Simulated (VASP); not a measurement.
# Nb (I4/mmm) in VASP: further runs

Runs on Nb. Level: LDA. Tasks: single point.

Everything below comes from runs of VASP 6.6.1. Logs are shortened: lines on timing, memory, paths and dates and some standing lists are left out, and cuts for length are marked.

## (1) The cell of the first run

The structure is tetragonal, space group I4/mmm (No. 139). The conventional cell has a = 3.328 Å, b = 3.328 Å, c = 3.428 Å, α = 90.00°, β = 90.00°, γ = 90.00°. Around Nb (site symmetry 4/mmm) lie 12 Nb at 2.91 to 3.33 Å.

## (2) Single point, LDA (strain +0.000 along x and y, +0.030 along z, atoms carried along)

The input, INCAR:

```
SYSTEM = Nb
PREC     = Accurate       ! precision mode
ENCUT    = 520            ! plane-wave cutoff, eV
EDIFF    = 1E-6           ! SCF threshold, eV
ISMEAR   = 0              ! smearing method
SIGMA    = 0.15           ! smearing width, eV
LREAL    = .False.        ! projectors in reciprocal space
LASPH    = .True.         ! aspherical terms in the spheres
NELM     = 100            ! most SCF steps
ALGO     = Fast           ! electronic algorithm
ISIF     = 2              ! what is computed and relaxed
LWAVE    = .False.        ! write WAVECAR
LCHARG   = .True.         ! write CHGCAR
LELF     = .True.         ! ELF
LVHAR    = .True.       
NBANDS   = 12             ! bands
```

The input, KPOINTS:

```
Automatic mesh
0
Gamma
  20 20 20
  0 0 0
```

The input, POSCAR:

```
Nb
1.0
   -1.6639500000      1.6639500000      1.7138685000
    1.6639500000     -1.6639500000      1.7138685000
    1.6639500000      1.6639500000     -1.7138685000
Nb
1
Direct
    0.0000000000      0.0000000000      0.0000000000
```

Potentials or basis: VASP PAW LDA potentials, release 64 (Nb_sv).

Started as:

```sh
$ cat potpaw_LDA.64/Nb_sv/POTCAR > POTCAR
$ mpirun -np 1 vasp_std > vasp.out
```

OUTCAR:

```text
SYSTEM = Nb
   PREC = Accurate
   ENCUT = 520
   EDIFF = 1E-6
   ISMEAR = 0
   LREAL = .False.
   LASPH = .True.
   NELM = 100
   ISIF = 2

 ion  position               nearest neighbor table
   1  0.000  0.000  0.000-

  LATTYP: Found a body centered tetragonal cell.
 ALAT       =     3.3279000000
 C/A-ratio  =     1.0300000000

  Lattice vectors:

 A1 = (  -1.6639500000,   1.6639500000,   1.7138685000)
 A2 = (   1.6639500000,  -1.6639500000,   1.7138685000)
 A3 = (   1.6639500000,   1.6639500000,  -1.7138685000)

Analysis of symmetry for initial positions (statically):
=====================================================================
 Subroutine PRICEL returns:
 Original cell was already a primitive cell.

 Routine SETGRP: Setting up the symmetry group for a
 body centered tetragonal supercell.

 Subroutine GETGRP returns: Found 16 space group operations
 (whereof 16 operations were pure point group operations)
 out of a pool of 16 trial point group operations.

The static configuration has the point symmetry D_4h.

Analysis of symmetry for dynamics (positions and initial velocities):
=====================================================================
 Subroutine PRICEL returns:
 Original cell was already a primitive cell.

 Routine SETGRP: Setting up the symmetry group for a
 body centered tetragonal supercell.

 Subroutine GETGRP returns: Found 16 space group operations
 (whereof 16 operations were pure point group operations)
 out of a pool of 16 trial point group operations.

The dynamic configuration has the point symmetry D_4h.

 Subroutine INISYM returns: Found 16 space group operations
 (whereof 16 operations are pure point group operations),
 and found     1 'primitive' translations

----------------------------------------------------------------------------------------

                                     Primitive cell

  volume of cell :      18.9810

  direct lattice vectors                    reciprocal lattice vectors
    -1.663950000  1.663950000  1.713868500     0.000000000  0.300489798  0.291737668
     1.663950000 -1.663950000  1.713868500     0.300489798  0.000000000  0.291737668
     1.663950000  1.663950000 -1.713868500     0.300489798  0.300489798  0.000000000

  length of vectors
     2.911151738  2.911151738  2.911151738     0.418813784  0.418813784  0.424956748

  position of ions in fractional coordinates (direct lattice)
     0.000000000  0.000000000  0.000000000

  ion indices of the primitive-cell ions
   primitive index   ion index
                 1           1

----------------------------------------------------------------------------------------

 KPOINTS: Automatic mesh

Automatic generation of k-mesh.
 Grid dimensions read from file:
 generate k-points for:   20   20   20

 Generating k-lattice:

  Cartesian coordinates                     Fractional coordinates (reciprocal lattice)
     0.000000000  0.015024490  0.014586883     0.050000000  0.000000000  0.000000000
     0.015024490  0.000000000  0.014586883     0.000000000  0.050000000  0.000000000
     0.015024490  0.015024490  0.000000000     0.000000000  0.000000000  0.050000000

  Length of vectors
     0.020940689  0.020940689  0.021247837

  Shift w.r.t. Gamma in fractional coordinates (k-lattice)
     0.000000000  0.000000000  0.000000000

 Subroutine IBZKPT returns following result:
 ===========================================

 Found    641 irreducible k-points:

 Following reciprocal coordinates:
            Coordinates               Weight
  0.000000  0.000000  0.000000      1.000000
  0.050000  0.000000  0.000000      8.000000
  0.100000 -0.000000  0.000000      8.000000
  0.150000 -0.000000  0.000000      8.000000
  0.200000 -0.000000  0.000000      8.000000
  0.250000  0.000000  0.000000      8.000000
[... 16 lines left out ...]
 -0.400000  0.050000 -0.000000     16.000000
 -0.350000  0.050000 -0.000000     16.000000
 [... further k-points ...]
   k-points           NKPTS =    641   k-points in BZ     NKDIM =    641   number of bands    NBANDS=     12
   number of dos      NEDOS =    301   number of ions     NIONS =      1
   total plane-waves  NPLWV =  13824
   dimension x,y,z NGX =    24 NGY =   24 NGZ =   24
   dimension x,y,z NGXF=    48 NGYF=   48 NGZF=   48
   ions per type =               1
   NGX,Y,Z   is equivalent  to a cutoff of  13.71, 13.71, 13.71 a.u.
   NGXF,Y,Z  is equivalent  to a cutoff of  27.41, 27.41, 27.41 a.u.
 SYSTEM =  Nb
   PREC   = accura    normal or accurate (medium, high low for compatibility)
   ISTART =      0    job   : 0-new  1-cont  2-samecut
   ICHARG =      2    charge: 1-file 2-atom 10-const
   ISPIN  =      1    spin polarized calculation?
   LNONCOLLINEAR =      F non collinear calculations
   LSORBIT =      F    spin-orbit coupling
   LASPH  =      T    aspherical Exc in radial PAW
   ENCUT  =  520.0 eV  38.22 Ry    6.18 a.u.   5.41  5.41  5.41*2*pi/ulx,y,z
   NELM   =    100;   NELMIN=  2; NELMDL= -5     # of ELM steps
   EDIFF  = 0.1E-05   stopping-criterion for ELM
   LREAL  =      F    real-space projection
   EDIFFG = 0.1E-04   stopping-criterion for IOM
   NSW    =      0    number of steps for IOM
   IBRION =     -1    ionic relax: 0-MD 1-quasi-New 2-CG
   NFREE  =      0    steps in history (QN), initial steepest desc. (CG)
   ISIF   =      2    stress and relaxation
   ISYM   =      2    0-nonsym 1-usesym 2-fastsym
   POTIM  = 0.5000    time-step for ionic-motion
   TEBEG  =    0.0;   TEEND  =   0.0 temperature during run
   PSTRESS=    0.0 pullay stress
   NELECT =      13.0000    total number of electrons
   NUPDOWN=      -1.0000    fix difference up-down
   EMIN   =  10.00;   EMAX   =-10.00  energy-range for DOS
   EFERMI =   0.00;   METHOD = LEGACY
   ISMEAR =     0;   SIGMA  =   0.15  broadening in eV -4-tet -1-fermi 0-gaus
   EFERMI_NEDOS =   21; number of points for ismear=-14 and -15
   IALGO  =     68    algorithm
   IMIX   =      4    mixing-type and parameters
     AMIX     =   0.40;   BMIX     =  1.00
     AMIX_MAG =   1.60;   BMIX_MAG =  1.00
  volume/ion in A,a.u.               =      18.98       128.09
  Fermi-wavevector in a.u.,A,eV,Ry     =   1.443056  2.726981 28.332928  2.082411
  Thomas-Fermi vector in A             =   2.561507
   LORBIT       =      0    0 simple, 1 ext, 2 COOP (PROOUT), +10 PAW based schemes
   GGA     = CA    functional components
   LHFCALC =     F    Hartree Fock is set to
   AEXX    =    0.0000 exact exchange contribution
   IVDW    =     0    specifies the selected vdW correction
   LEPSILON=     F    determine dielectric tensor
   LRPA    =     F    only Hartree local field effects (RPA)
 non-spin polarized calculation
 RMM-DIIS sequential band-by-band and
 Gauss-broadening in eV      SIGMA  =   0.15
  energy-cutoff  :      520.00
  volume of cell :       18.98
 maximum number of plane-waves:       539
 NGX is ok and might be reduce to    24
   NGX = 11   NGY = 11   NGZ = 11

 number of electron      12.9999999 magnetization

 Free energy of the ion-electron system (eV)
  ---------------------------------------------------
  ext. energy  EPLUGINS =         0.00000000
  ---------------------------------------------------
  free energy    TOTEN  =       -11.15901947 eV

  energy without entropy =      -11.14070221  energy(sigma->0) =      -11.14986084

 E-fermi :  10.2782     XC(G=0): -12.4477

 val. band max:       10.2728885647   @ k =  -0.1500   0.2000   0.1000
 cond. band min:      10.2825106391   @ k =  -0.0500  -0.1500   0.0500
 fundamental gap:      0.0096220744
 Fermi energy:        10.2782175296

 k-point     1 :       0.0000    0.0000    0.0000
  band No.  band energies     occupation
      1     -43.8618      2.00000
      2     -19.4168      2.00000
      3     -19.4161      2.00000
      4     -19.4161      2.00000
      5       4.4497      2.00000
      6      10.5304      0.01745
      7      10.5304      0.01745
      8      10.8296      0.00000
      9      13.1435      0.00000
     10      13.5419      0.00000
     11      24.0501      0.00000
     12      24.5403      0.00000

 k-point     2 :       0.0500    0.0000    0.0000
  band No.  band energies     occupation
      1     -43.8569      2.00000
      2     -19.4472      2.00000
      3     -19.4252      2.00000
      4     -19.4165      2.00000
      5       4.5470      2.00000
      6      10.5204      0.02242
      7      10.5344      0.01573
      8      10.8602      0.00000
      9      13.0766      0.00000
     10      13.5160      0.00000
     11      24.1994      0.00000
     12      24.6856      0.00000

 k-point     3 :       0.1000   -0.0000    0.0000
  band No.  band energies     occupation
      1     -43.8428      2.00000
      2     -19.5358      2.00000
      3     -19.4517      2.00000
      4     -19.4166      2.00000
      5       4.8291      2.00000
      6      10.4339      0.14220
      7      10.4767      0.06134
      8      11.0724      0.00000
      9      12.9021      0.00000
     10      13.4765      0.00000
     11      24.5090      0.00000
     12      25.1830      0.00000
[... 286 lines left out ...]
 k-point    23 :      -0.4000    0.0500   -0.0000
  band No.  band energies     occupation
      1     -43.6880      2.00000
      2     -20.4234      2.00000
      3     -19.7326      2.00000
      4     -19.4316      2.00000
      5       6.9144      2.00000
      6       9.0796      2.00000
      7      10.9401      0.00000
      8      13.0655      0.00000
      9      13.9129      0.00000
     10      15.0796      0.00000
     11      22.7133      0.00000
     12      22.8479      0.00000

 k-point    24 :      -0.3500    0.0500   -0.0000
  band No.  band energies     occupation
      1     -43.7135      2.00000
      2     -20.2857      2.00000
      3     -19.6856      2.00000
      4     -19.4314      2.00000
      5       6.8603      2.00000
      6       9.2756      2.00000
      7      10.3863      0.30802
      8      12.8946      0.00000
      9      13.7906      0.00000
     10      14.2107      0.00000
     11      23.3799      0.00000
     12      23.9514      0.00000

 [... further k-points ...]

------------------------ aborting loop because EDIFF is reached ----------------------------------------

  FORCE on cell =-STRESS in cart. coord.  units (eV):
  Direction    XX          YY          ZZ          XY          YZ          ZX
  --------------------------------------------------------------------------------------
  -------------------------------------------------------------------------------------
  Total       -1.8087765     -1.8087765     -2.1643415      0.0000000      0.0000000      0.0000000
  in kB     -152.6783531   -152.6783531   -182.6914977      0.0000000      0.0000000      0.0000000
  external PRESSURE =    -162.6827347 kB  Pullay stress =       0.0000000 kB

 VOLUME and BASIS-vectors are now :
 -----------------------------------------------------------------------------
  energy-cutoff  :      520.00
  volume of cell :       18.98
      direct lattice vectors                 reciprocal lattice vectors
    -1.663950000  1.663950000  1.713868500     0.000000000  0.300489798  0.291737668
     1.663950000 -1.663950000  1.713868500     0.300489798  0.000000000  0.291737668
     1.663950000  1.663950000 -1.713868500     0.300489798  0.300489798  0.000000000

 POSITION                                       TOTAL-FORCE (eV/Angst)
 -----------------------------------------------------------------------------------
      0.00000      0.00000      0.00000        -0.000000      0.000000      0.000000
 -----------------------------------------------------------------------------------
    total drift:                               -0.000000      0.000000     -0.000000

  FREE ENERGIE OF THE ION-ELECTRON SYSTEM (eV)
  ---------------------------------------------------
  free  energy   TOTEN  =       -11.1590194726 eV

  energy  without entropy=      -11.1407022131  energy(sigma->0) =      -11.14986084
```

It took 3.2 min on 1 thread of AMD EPYC 9R14 (Zen 4), shared host; peak memory 0.21 GiB.

What came out:

- Free energy: -11.1590 eV
- Pressure: -16.3 GPa
- Band gap on the k mesh: none (metal or under the smearing width)

Caveat: so large a pressure means that the cell lies far from this level's equilibrium, or that cutoff or potentials fall short.

## (3) Single point, LDA (strain -0.030 along x and y, +0.000 along z, atoms carried along)

The input, INCAR:

```
PREC = Accurate ; ENCUT = 520
EDIFF = 1E-6 ; ISMEAR = 0
SIGMA = 0.15 ; LREAL = False
LASPH = True ; NELM = 100
ALGO = Fast ; ISIF = 2
LWAVE = False ; LCHARG = False
NBANDS = 12
```

The input, KPOINTS:

```
Automatic mesh
0
Gamma
  20 20 20
```

The input, POSCAR:

```
Nb
1.0
   -1.6140315000      1.6140315000      1.6639500000
    1.6140315000     -1.6140315000      1.6639500000
    1.6140315000      1.6140315000     -1.6639500000
Nb
1
Direct
    0.0000000000      0.0000000000      0.0000000000
```

Potentials or basis: VASP PAW LDA potentials, release 64 (Nb_sv).

Started as:

```sh
$ cat potpaw_LDA.64/Nb_sv/POTCAR > POTCAR
$ mpirun -np 1 vasp_std > vasp.out
```

Wall time 3.2 min (1 thread of AMD EPYC 9R14 (Zen 4), shared host); peak memory 0.2 GiB.

Results (log left out):

```yaml
Free_energy: -11.2587 eV
Pressure: -2.5 GPa
Band_gap_on_the_k_mesh: none (metal or under the smearing width)
```

Stress tensor (GPa, compression positive):
```
-1.11  0.00  0.00
 0.00 -1.11  0.00
 0.00  0.00 -5.18
```

Levels at points of the mesh, in eV from the Fermi level:
| k point | band 4 | band 5 | band 6 | band 7 | band 8 | band 9 |
| --- | --- | --- | --- | --- | --- | --- |
| (0.00, 0.00, 0.00) | -29.39 | -6.00 | 0.21 | 0.21 | 0.56 | 3.11 |
| (0.50, 0.00, 0.00) | -29.40 | -3.89 | -1.67 | 2.46 | 3.18 | 4.12 |
| (0.50, 0.50, 0.00) | -29.43 | -3.93 | -2.04 | 2.69 | 3.72 | 4.28 |
| (0.50, 0.50, 0.50) | -30.41 | -4.01 | -3.93 | 5.80 | 5.92 | 5.92 |

## (4) Single point, LDA (strain +0.030 along x and y, -0.030 along z, atoms carried along)

The input, INCAR:

```
SYSTEM = Nb
ALGO = Fast
EDIFF = 1E-6
ENCUT = 520
ISIF = 2
ISMEAR = 0
LASPH = .TRUE.
LCHARG = .FALSE.
LREAL = .FALSE.
LWAVE = .FALSE.
NBANDS = 12
NELM = 100
PREC = Accurate
SIGMA = 0.15
```

The input, KPOINTS:

```
k-points
0
G
  20 20 20
  0 0 0
```

The input, POSCAR:

```
Nb
1.0
   -1.7138685000      1.7138685000      1.6140315000
    1.7138685000     -1.7138685000      1.6140315000
    1.7138685000      1.7138685000     -1.6140315000
Nb
1
Direct
    0.0000000000      0.0000000000      0.0000000000
```

Started as:

```sh
$ cat potpaw_LDA.64/Nb_sv/POTCAR > POTCAR
$ mpirun -np 1 vasp_std > vasp.out
```

Run time: 3.2 min. Hardware: 1 thread of AMD EPYC 9R14 (Zen 4), shared host; peak memory 0.21 GiB.

The run converged. Its results:

* Free energy: -11.1524 eV
* Pressure: -16.0 GPa
* Band gap on the k mesh: none (metal or under the smearing width)

Stress tensor (GPa, compression positive):
```
-17.50   0.00   0.00
  0.00 -17.50   0.00
  0.00   0.00 -12.99
```

Levels at points of the mesh, in eV from the Fermi level:
| k point | band 4 | band 5 | band 6 | band 7 | band 8 | band 9 |
| --- | --- | --- | --- | --- | --- | --- |
| (0.00, 0.00, 0.00) | -29.69 | -5.83 | -0.06 | 0.59 | 0.59 | 2.60 |
| (0.50, 0.00, 0.00) | -29.73 | -3.55 | -1.75 | 2.25 | 3.11 | 4.09 |
| (0.50, 0.50, 0.00) | -29.67 | -3.51 | -1.07 | 1.83 | 2.51 | 3.45 |
| (0.50, 0.50, 0.50) | -30.41 | -3.53 | -3.39 | 5.20 | 5.20 | 5.41 |

Caveat: so large a pressure means that the cell lies far from this level's equilibrium, or that cutoff or potentials fall short.

## (5) The runs side by side

```csv
cell,gap on the mesh (eV),pressure (GPa)
"strain +0.000 along x and y, +0.030 along z, atoms carried along",none,-16.3
"strain -0.030 along x and y, +0.000 along z, atoms carried along",none,-2.5
"strain +0.030 along x and y, -0.030 along z, atoms carried along",none,-16.0
```

Alike in all rows: task single point; level LDA; potentials or basis VASP PAW LDA potentials, release 64 (Nb_sv); no spin polarisation; k mesh 20 × 20 × 20; cutoff (eV) 520; smearing gaussian 0.15 eV.

Caveats: so large a pressure means that the cell lies far from this level's equilibrium, or that cutoff or potentials fall short (some runs).

Absolute energies hang on the potentials; compare differences alone.
